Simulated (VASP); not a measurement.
# EuO (Fm-3m) in VASP: notebook

The runs below take EuO through single point, with PBE.

All numbers are computed with VASP 6.6.1; they aren't measurements. Logs are shortened: lines on timing, memory, paths and dates and some standing lists are left out, and cuts for length are marked.

**Experimental background.**

From a printed reference work, monograph, for a bulk crystal of EuO at 300 K: band gap 1.115 eV (optical).

The results are compared with them further down.

### 1 The cell of the first run

Symmetry: Fm-3m, No. 225, cubic system. The conventional cell has a = 5.027 Å, b = 5.027 Å, c = 5.027 Å, α = 90.00°, β = 90.00°, γ = 90.00°. Within 3.3 Å of Eu (site symmetry m-3m) lie 6 O at 2.51 Å. O (site symmetry m-3m) has 6 Eu at 2.51 Å within 3.3 Å.

### 2 Single point, PBE, collinear spin, ferromagnetic start (15.88 Å³/atom)

The input, INCAR:

```
PREC = Accurate ; ENCUT = 600
EDIFF = 1E-6 ; ISMEAR = 0
SIGMA = 0.05 ; LREAL = False
LASPH = True ; NELM = 200
ALGO = Normal ; ISIF = 2
LWAVE = False ; LCHARG = False
ISPIN = 2 ; MAGMOM = 7.24 0
LORBIT = 11 ; LMAXMIX = 6
GGA = PE ; NBANDS = 22
GGA_COMPAT = False
```

The input, KPOINTS:

```
regular mesh
0
Gamma
  12 12 12
```

The input, POSCAR:

```
EuO
1.0
    0.0000000000      2.5133134335      2.5133134335
    2.5133134335      0.0000000000      2.5133134335
    2.5133134335      2.5133134335      0.0000000000
Eu O
1 1
Direct
    0.0000000000      0.0000000000      0.0000000000
    0.5000000000      0.5000000000      0.5000000000
```

Potentials or basis: VASP PAW PBE potentials, release 64 (Eu, O).

The run is started by

```console
$ cat potpaw_PBE.64/Eu/POTCAR potpaw_PBE.64/O/POTCAR > POTCAR
$ mpirun -np 1 vasp_std > vasp.out
```

OUTCAR:

```text
PREC = Accurate
   ENCUT = 600
   EDIFF = 1E-6
   ISMEAR = 0
   LREAL = False
   LASPH = True
   NELM = 200
   ISIF = 2
   ISPIN = 2
   LORBIT = 11
   GGA = PE

 ion  position               nearest neighbor table
   1  0.000  0.000  0.000-   2 2.51   2 2.51   2 2.51   2 2.51   2 2.51   2 2.51
   2  0.500  0.500  0.500-   1 2.51   1 2.51   1 2.51   1 2.51   1 2.51   1 2.51

  LATTYP: Found a face centered cubic cell.
 ALAT       =     5.0266268670

  Lattice vectors:

 A1 = (   0.0000000000,   2.5133134335,   2.5133134335)
 A2 = (   2.5133134335,   0.0000000000,   2.5133134335)
 A3 = (   2.5133134335,   2.5133134335,   0.0000000000)

Analysis of symmetry for initial positions (statically):
=====================================================================
 Subroutine PRICEL returns:
 Original cell was already a primitive cell.

 Routine SETGRP: Setting up the symmetry group for a
 face centered cubic supercell.

 Subroutine GETGRP returns: Found 48 space group operations
 (whereof 48 operations were pure point group operations)
 out of a pool of 48 trial point group operations.

The static configuration has the point symmetry O_h .

Analysis of symmetry for dynamics (positions and initial velocities):
=====================================================================
 Subroutine PRICEL returns:
 Original cell was already a primitive cell.

 Routine SETGRP: Setting up the symmetry group for a
 face centered cubic supercell.

 Subroutine GETGRP returns: Found 48 space group operations
 (whereof 48 operations were pure point group operations)
 out of a pool of 48 trial point group operations.

The dynamic configuration has the point symmetry O_h .

Analysis of structural, dynamic, and magnetic symmetry:
=====================================================================
 Subroutine PRICEL returns:
 Original cell was already a primitive cell.

 Routine SETGRP: Setting up the symmetry group for a
 face centered cubic supercell.

 Subroutine GETGRP returns: Found 48 space group operations
 (whereof 48 operations were pure point group operations)
 out of a pool of 48 trial point group operations.

The overall configuration has the point symmetry O_h .

 Subroutine INISYM returns: Found 48 space group operations
 (whereof 48 operations are pure point group operations),
 and found     1 'primitive' translations

----------------------------------------------------------------------------------------

                                     Primitive cell

  volume of cell :      31.7519

  direct lattice vectors                    reciprocal lattice vectors
     0.000000000  2.513313434  2.513313434    -0.198940567  0.198940567  0.198940567
     2.513313434  0.000000000  2.513313434     0.198940567 -0.198940567  0.198940567
     2.513313434  2.513313434  0.000000000     0.198940567  0.198940567 -0.198940567

  length of vectors
     3.554361944  3.554361944  3.554361944     0.344575170  0.344575170  0.344575170

  position of ions in fractional coordinates (direct lattice)
     0.000000000  0.000000000  0.000000000
     0.500000000  0.500000000  0.500000000

  ion indices of the primitive-cell ions
   primitive index   ion index
                 1           1
                 2           2

----------------------------------------------------------------------------------------

 KPOINTS: regular mesh

Automatic generation of k-mesh.
 Grid dimensions read from file:
 generate k-points for:   12   12   12

 Generating k-lattice:

  Cartesian coordinates                     Fractional coordinates (reciprocal lattice)
    -0.016578381  0.016578381  0.016578381     0.083333333  0.000000000  0.000000000
     0.016578381 -0.016578381  0.016578381     0.000000000  0.083333333  0.000000000
     0.016578381  0.016578381 -0.016578381     0.000000000  0.000000000  0.083333333

  Length of vectors
     0.028714598  0.028714598  0.028714598

  Shift w.r.t. Gamma in fractional coordinates (k-lattice)
     0.000000000  0.000000000  0.000000000

 Subroutine IBZKPT returns following result:
 ===========================================

 Found     72 irreducible k-points:

 Following reciprocal coordinates:
            Coordinates               Weight
  0.000000  0.000000  0.000000      1.000000
  0.083333  0.000000  0.000000      8.000000
  0.166667  0.000000  0.000000      8.000000
  0.250000  0.000000  0.000000      8.000000
  0.333333  0.000000  0.000000      8.000000
  0.416667  0.000000  0.000000      8.000000
[... 16 lines left out ...]
  0.500000  0.166667  0.000000     24.000000
 -0.416667  0.166667  0.000000     24.000000
 [... further k-points ...]
   k-points           NKPTS =     72   k-points in BZ     NKDIM =     72   number of bands    NBANDS=     22
   number of dos      NEDOS =    301   number of ions     NIONS =      2
   total plane-waves  NPLWV =  21952
   dimension x,y,z NGX =    28 NGY =   28 NGZ =   28
   dimension x,y,z NGXF=    56 NGYF=   56 NGZF=   56
   ions per type =               1   1
   NGX,Y,Z   is equivalent  to a cutoff of  13.10, 13.10, 13.10 a.u.
   NGXF,Y,Z  is equivalent  to a cutoff of  26.19, 26.19, 26.19 a.u.
 SYSTEM =  unknown system
   PREC   = accura    normal or accurate (medium, high low for compatibility)
   ISTART =      0    job   : 0-new  1-cont  2-samecut
   ICHARG =      2    charge: 1-file 2-atom 10-const
   ISPIN  =      2    spin polarized calculation?
   LNONCOLLINEAR =      F non collinear calculations
   LSORBIT =      F    spin-orbit coupling
   LASPH  =      T    aspherical Exc in radial PAW
   ENCUT  =  600.0 eV  44.10 Ry    6.64 a.u.   7.10  7.10  7.10*2*pi/ulx,y,z
   NELM   =    200;   NELMIN=  2; NELMDL= -5     # of ELM steps
   EDIFF  = 0.1E-05   stopping-criterion for ELM
   LREAL  =      F    real-space projection
   EDIFFG = 0.1E-04   stopping-criterion for IOM
   NSW    =      0    number of steps for IOM
   IBRION =     -1    ionic relax: 0-MD 1-quasi-New 2-CG
   NFREE  =      0    steps in history (QN), initial steepest desc. (CG)
   ISIF   =      2    stress and relaxation
   ISYM   =      2    0-nonsym 1-usesym 2-fastsym
   POTIM  = 0.5000    time-step for ionic-motion
   TEBEG  =    0.0;   TEEND  =   0.0 temperature during run
   PSTRESS=    0.0 pullay stress
   NELECT =      23.0000    total number of electrons
   NUPDOWN=      -1.0000    fix difference up-down
   EMIN   =  10.00;   EMAX   =-10.00  energy-range for DOS
   EFERMI =   0.00;   METHOD = LEGACY
   ISMEAR =     0;   SIGMA  =   0.05  broadening in eV -4-tet -1-fermi 0-gaus
   EFERMI_NEDOS =   21; number of points for ismear=-14 and -15
   IALGO  =     38    algorithm
   IMIX   =      4    mixing-type and parameters
     AMIX     =   0.40;   BMIX     =  1.00
     AMIX_MAG =   1.60;   BMIX_MAG =  1.00
  volume/ion in A,a.u.               =      15.88       107.14
  Fermi-wavevector in a.u.,A,eV,Ry     =   1.470260  2.778388 29.411228  2.161664
  Thomas-Fermi vector in A             =   2.585538
   LORBIT       =     11    0 simple, 1 ext, 2 COOP (PROOUT), +10 PAW based schemes
   GGA     = PE    functional components
   LHFCALC =     F    Hartree Fock is set to
   AEXX    =    0.0000 exact exchange contribution
   IVDW    =     0    specifies the selected vdW correction
   LEPSILON=     F    determine dielectric tensor
   LRPA    =     F    only Hartree local field effects (RPA)
 spin polarized calculation
 Gauss-broadening in eV      SIGMA  =   0.05
  energy-cutoff  :      600.00
  volume of cell :       31.75
 maximum number of plane-waves:      1071
   NGX = 15   NGY = 15   NGZ = 15

 number of electron      23.0000001 magnetization       6.9430755

 Free energy of the ion-electron system (eV)
  ---------------------------------------------------
  ext. energy  EPLUGINS =         0.00000000
  ---------------------------------------------------
  free energy    TOTEN  =       -22.03873067 eV

  energy without entropy =      -22.03701375  energy(sigma->0) =      -22.03787221

 E-fermi :   5.1510     XC(G=0): -11.2445

 val. band max:        5.1364394189   @ k =  -0.0833   0.0833   0.0000
 cond. band min:       5.1524760739   @ k =   0.1667   0.1667   0.0000
 fundamental gap:      0.0160366549
 Fermi energy:         5.1509548016

 spin component 1

 k-point     1 :       0.0000    0.0000    0.0000
  band No.  band energies     occupation
      1     -36.3553      1.00000
      2     -14.6647      1.00000
      3     -14.6647      1.00000
      4     -14.6647      1.00000
      5     -13.8474      1.00000
      6       1.0764      1.00000
[... 14 lines left out ...]
     21       9.1421      0.00000
     22      14.4495      0.00000
[... 552 lines left out ...]
  band No.  band energies     occupation
      1     -36.2179      1.00000
      2     -16.5685      1.00000
      3     -15.0253      1.00000
      4     -14.8176      1.00000
      5     -12.3187      1.00000
      6      -0.7930      1.00000
[... 14 lines left out ...]
     21      14.1166      0.00000
     22      15.5274      0.00000

 [... further k-points ...]

 spin component 2

 k-point     1 :       0.0000    0.0000    0.0000
  band No.  band energies     occupation
      1     -33.3273      1.00000
      2     -13.9114      1.00000
      3     -12.3742      1.00000
      4     -12.3742      1.00000
      5     -12.3742      1.00000
      6       1.1746      1.00000
[... 14 lines left out ...]
     21      10.2768      0.00000
     22      16.4535      0.00000
[... 552 lines left out ...]
  band No.  band energies     occupation
      1     -33.1511      1.00000
      2     -15.4542      1.00000
      3     -12.8121      1.00000
      4     -12.5429      1.00000
      5     -11.3768      1.00000
      6      -0.4967      1.00000
[... 14 lines left out ...]
     21      15.5763      0.00000
     22      16.8714      0.00000

 [... further k-points ...]

------------------------ aborting loop because EDIFF is reached ----------------------------------------

  FORCE on cell =-STRESS in cart. coord.  units (eV):
  Direction    XX          YY          ZZ          XY          YZ          ZX
  --------------------------------------------------------------------------------------
  -------------------------------------------------------------------------------------
  Total        0.3740629      0.3740629      0.3740629     -0.0000000      0.0000000     -0.0000000
  in kB       18.8749242     18.8749242     18.8749242     -0.0000000      0.0000000     -0.0000000
  external PRESSURE =      18.8749242 kB  Pullay stress =       0.0000000 kB

 VOLUME and BASIS-vectors are now :
 -----------------------------------------------------------------------------
  energy-cutoff  :      600.00
  volume of cell :       31.75
      direct lattice vectors                 reciprocal lattice vectors
     0.000000000  2.513313434  2.513313434    -0.198940567  0.198940567  0.198940567
     2.513313434  0.000000000  2.513313434     0.198940567 -0.198940567  0.198940567
     2.513313434  2.513313434  0.000000000     0.198940567  0.198940567 -0.198940567

 POSITION                                       TOTAL-FORCE (eV/Angst)
 -----------------------------------------------------------------------------------
      0.00000      0.00000      0.00000        -0.000000     -0.000000     -0.000000
      2.51331      2.51331      2.51331         0.000000      0.000000      0.000000
 -----------------------------------------------------------------------------------
    total drift:                                0.000000      0.000000      0.000000

  FREE ENERGIE OF THE ION-ELECTRON SYSTEM (eV)
  ---------------------------------------------------
  free  energy   TOTEN  =       -22.0387306731 eV

  energy  without entropy=      -22.0370137453  energy(sigma->0) =      -22.03787221

 total charge

# of ion       s       p       d       f       tot
--------------------------------------------------
    1        2.034   5.771   0.444   6.594  14.843
    2        1.553   3.419   0.000   0.000   4.972
--------------------------------------------------
tot          3.587   9.189   0.444   6.594  19.815

 magnetization (x)

# of ion       s       p       d       f       tot
--------------------------------------------------
    1       -0.012  -0.104   0.155   6.532   6.571
    2       -0.005  -0.093   0.000   0.000  -0.097
--------------------------------------------------
tot         -0.017  -0.196   0.155   6.532   6.473
```

Wall time 2.3 min (1 thread of Oxide Virtual Turin-like, shared host); peak memory 0.22 GiB.

Results:

```yaml
Free_energy: -22.0387 eV
Pressure: 1.9 GPa
Net_moment: 6.94 μB per cell
Site_moments: Eu +6.57; O -0.10 μB
Valence_electrons_inside_the_program's_atomic_spheres: Eu 14.84; O 4.97
```

Caveat: spin-orbit coupling is left out, which moves the levels of the heavy elements; a cell with one magnetic atom can't hold antiferromagnetic order, which such compounds often take; semilocal functionals describe open f shells poorly, which spoils levels, moments and volumes.

### 3 Single point, PBE, collinear spin, ferromagnetic start (16.20 Å³/atom)

This run uses another cell than the first one, of 16.20 Å³/atom.

The input, INCAR:

```
SYSTEM = EuO
PREC     = Accurate       ! precision mode
ENCUT    = 600            ! plane-wave cutoff, eV
EDIFF    = 1E-6           ! SCF threshold, eV
ISMEAR   = 0              ! smearing method
SIGMA    = 0.05           ! smearing width, eV
LREAL    = .FALSE.        ! projectors in reciprocal space
LASPH    = .TRUE.         ! aspherical terms in the spheres
NELM     = 200            ! most SCF steps
ALGO     = Normal         ! electronic algorithm
ISIF     = 2              ! what is computed and relaxed
LWAVE    = .FALSE.        ! write WAVECAR
LCHARG   = .FALSE.        ! write CHGCAR
ISPIN    = 2              ! spin polarisation
MAGMOM   = 7.26 0         ! initial moments
LORBIT   = 11             ! projections on sites
LMAXMIX  = 6              ! l up to which the mixer works
GGA      = PE             ! functional
NBANDS   = 22             ! bands
GGA_COMPAT= .FALSE.
```

The input, KPOINTS:

```
regular mesh
0
G
  12 12 12
  0 0 0
```

The input, POSCAR:

```
EuO
1.0
    0.0000000000      2.5302957962      2.5302957962
    2.5302957962      0.0000000000      2.5302957962
    2.5302957962      2.5302957962      0.0000000000
Eu O
1 1
Direct
    0.0000000000      0.0000000000      0.0000000000
    0.5000000000      0.5000000000      0.5000000000
```

Potentials or basis: VASP PAW PBE potentials, release 64 (Eu, O).

The run is started by

```console
$ cat potpaw_PBE.64/Eu/POTCAR potpaw_PBE.64/O/POTCAR > POTCAR
$ mpirun -np 1 vasp_std > vasp.out
```

It took 2.2 min on 1 thread of Oxide Virtual Turin-like, shared host; peak memory 0.25 GiB.

The run converged. Its results:

| Quantity | Value |
| --- | --- |
| Free energy | -22.0429 eV |
| Pressure | -0.2 GPa |
| Net moment | 6.95 μB per cell |
| Site moments | Eu +6.58; O -0.10 μB |
| Valence electrons inside the program's atomic spheres | Eu 14.83; O 4.96 |

Levels at points of the mesh, in eV from the Fermi level:
Spin up:
```
           k point  band 11  band 12  band 13  band 14  band 15  band 16  band 17  band 18  band 19  band 20
(0.00, 0.00, 0.00)    -0.25    -0.25    -0.20     0.09     0.09     0.09     1.60     1.60     1.60     3.95
(0.50, 0.00, 0.00)    -0.52    -0.29    -0.29    -0.28    -0.24     2.31     4.50     4.50     5.02     7.98
(0.50, 0.50, 0.00)    -0.41    -0.38    -0.38    -0.30    -0.03    -0.03     3.64     5.92     6.85     6.85
```
Spin down:
```csv
k point,band 4,band 5,band 6,band 7,band 8,band 9,band 10,band 11,band 12,band 13
"(0.00, 0.00, 0.00)",-17.55,-17.55,-3.93,-3.93,-3.93,0.92,2.72,2.72,2.72,3.62
"(0.50, 0.00, 0.00)",-17.66,-16.30,-5.99,-5.07,-5.07,3.15,3.67,4.11,4.11,4.52
"(0.50, 0.50, 0.00)",-18.04,-18.04,-3.85,-3.83,-3.83,-0.37,4.15,4.23,4.37,4.37
```

Caveat: spin-orbit coupling is left out, which moves the levels of the heavy elements; a cell with one magnetic atom can't hold antiferromagnetic order, which such compounds often take; semilocal functionals describe open f shells poorly, which spoils levels, moments and volumes.

(Continued in part 2 of 2.)
